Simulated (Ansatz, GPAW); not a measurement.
Given: the input of a run of GPAW 26.7.0 (ASE script) on HfB2. 

The input run.py:

```python
from ase.dft.bandgap import bandgap
from ase.io import read, write
from ase.units import GPa
from gpaw import GPAW, PW

atoms = read('POSCAR')

calc = GPAW(mode=PW(800),
            xc='PBE',
            kpts={'size': (10, 10, 8), 'gamma': True},
            occupations={'name': 'methfessel-paxton', 'order': 0, 'width': 0.023},
            nbands=20,
            convergence={'density': 1e-05, 'energy': 1e-05},
            maxiter=150,
            txt='gpaw.txt')
atoms.calc = calc
energy = atoms.get_potential_energy()
forces = atoms.get_forces()
stress = atoms.get_stress()
calc.write('gs.gpw')
write('result.traj', atoms)
print(f'Energy: {energy:.6f} eV')
print('Forces (eV/A):')
print(forces.round(4))
print('Stress (GPa):', (stress / GPa).round(3))
print('Fermi level:', round(calc.get_fermi_level(), 4), 'eV')
print(f'Gap: {bandgap(calc)[0]:.4f} eV, direct: {bandgap(calc, direct=True)[0]:.4f} eV')
```

File POSCAR:

```
HfB2
1.0
    3.1400000000      0.0000000000      0.0000000000
   -1.5700000000      2.7193197679      0.0000000000
    0.0000000000      0.0000000000      3.4800000000
Hf B
1 2
Direct
    0.0000000000      0.0000000000      0.0000000000
    0.6666666667      0.3333333333      0.5000000000
    0.3333333333      0.6666666667      0.5000000000
```

Potentials or basis: GPAW PAW data sets (gpaw-data 1.2.1), pw.

The run is started by

```bash
$ OMP_NUM_THREADS=1 python run.py
```

Task: Set up the same calculation for Ansatz 0.2.0. Potentials or basis there: Ansatz PAW, cutoff 420 eV.

Result: As run (cutoffs and basis follow the program's own potentials, and thresholds, step limits or extra output files can differ):

Contents of input.yaml:

```yaml
crystal:
  lattice:
    - [3.14, 0.0, 0.0]
    - [-1.57, 2.7193197679, 0.0]
    - [0.0, 0.0, 3.48]
  atoms:
    - { symbol: Hf, position: [0.0, 0.0, 0.0] }
    - { symbol: B, position: [0.6666666667, 0.3333333333, 0.5] }
    - { symbol: B, position: [0.3333333333, 0.6666666667, 0.5] }
hamiltonian:
  xc: pbe
  pseudopotentials: { kind: paw }
kpoints:
  mp_grid: { grid: [10, 10, 8] }
scf:
  occupations: { method: gaussian, width: 0.023 }
output:
  forces: true
  stress: true
  eigenvalues: true
```

Potentials or basis: Ansatz PAW.

Run with:

```sh
$ ansatz run input.yaml --threads 2 --pin off --max-ram 5632MiB --backend cpu --events-out ev --progress --plain --runs-dir out
```

Both were run:

|  | GPAW | Ansatz |
| --- | --- | --- |
| Pressure | 2.1 GPa | 1.4 GPa |

Ansatz's pressure holds a Pulay term of +0.19 GPa for its cutoff of 420 eV, which the other run lacks.

The potentials hold 18 and 32 valence electrons a cell.

Where Ansatz's input types no cutoff or centring, it takes its own default and a Γ-centred mesh.

Pressure is positive in compression.
